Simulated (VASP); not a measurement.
MnS: single point with PBE+U

The system is MnS.

```
CELL_PARAMETERS angstrom
2.61225 2.61225 5.22450
2.61225 -2.61225 0.00000
2.61225 2.61225 0.00000
ATOMIC_POSITIONS crystal
Mn 0.00000 0.00000 0.00000
Mn 0.50000 0.50000 0.00000
S 0.50000 0.00000 0.50000
S 0.00000 0.50000 0.50000
```

- Program: VASP 6.6.1
- Task: single point
- Functional: PBE
- Potentials or basis: VASP PAW PBE potentials, release 64 (Mn_pv, S)
- Cutoff: 520 eV
- k mesh: 6 × 6 × 6
- Occupations: gaussian, width 0.05 eV
- Spin: collinear spin, antiferromagnetic start
- Starting moments: [4.0, -4.0, 0.0, 0.0] μB
- Hubbard terms: Mn d U = 3 eV
- Supercell matrix: [1, 1, 0, -1, 1, 0, 0, 0, 1]
- Further INCAR settings: ALGO = Fast; EDIFF = 1e-06; NBANDS = 31

```yaml
Pressure: 1.9 GPa
Band_gap_on_the_k_mesh: 0.87 eV
Net_moment: 0.00 μB per cell
Site_moments: Mn +4.53, -4.53; S -0.03, +0.03 μB
Valence_electrons_inside_the_program's_atomic_spheres: Mn 11.28; S 3.77
```

Levels at points of the mesh, in eV from the valence-band top:
Spin up:
```csv
k point,band 16,band 17,band 18,band 19,band 20,band 21,band 22,band 23
"(0.00, 0.00, 0.00)",-3.02,-1.44,-1.44,-1.43,0.87,1.28,1.84,2.32
"(0.50, 0.00, 0.00)",-2.50,-2.22,-1.92,-1.92,0.88,1.84,2.54,2.82
"(0.00, 0.50, 0.00)",-3.17,-2.80,-2.52,-0.11,2.30,2.45,2.70,2.84
"(0.50, 0.50, 0.00)",-2.66,-2.44,-0.21,0.00,2.84,2.87,2.98,3.17
"(0.00, 0.50, 0.50)",-3.72,-3.36,-3.36,-2.64,2.25,2.33,2.33,2.80
"(0.50, 0.50, 0.50)",-3.06,-3.01,-3.01,-2.97,0.90,1.45,1.45,2.25
```
Spin down:
```
           k point  band 16  band 17  band 18  band 19  band 20  band 21  band 22  band 23
(0.00, 0.00, 0.00)    -3.02    -1.44    -1.44    -1.43     0.87     1.28     1.84     2.32
(0.50, 0.00, 0.00)    -2.50    -2.22    -1.92    -1.92     0.88     1.84     2.54     2.82
(0.00, 0.50, 0.00)    -3.17    -2.80    -2.52    -0.11     2.30     2.45     2.70     2.84
(0.50, 0.50, 0.00)    -2.66    -2.44    -0.21     0.00     2.84     2.87     2.98     3.17
(0.00, 0.50, 0.50)    -3.72    -3.36    -3.36    -2.64     2.25     2.33     2.33     2.80
(0.50, 0.50, 0.50)    -3.06    -3.01    -3.01    -2.97     0.90     1.45     1.45     2.25
```

Eigenvalues of the final occupation matrices:
```csv
site,spin,trace,eigenvalues
site 1 d,1,4.69,0.93 0.93 0.93 0.95 0.95
site 1 d,2,0.22,0.02 0.02 0.02 0.08 0.09
site 2 d,1,0.22,0.02 0.02 0.02 0.08 0.09
site 2 d,2,4.69,0.93 0.93 0.93 0.95 0.95
```

Wall time 2.5 min on 1 thread of Intel(R) Xeon(R) Platinum 8259CL CPU @ 2.50GHz (Skylake/Cascade Lake), with other jobs on the host, peak memory 0.29 GiB.

A k mesh can miss the band edges. The state reached can hang on the start; a lower one may exist.
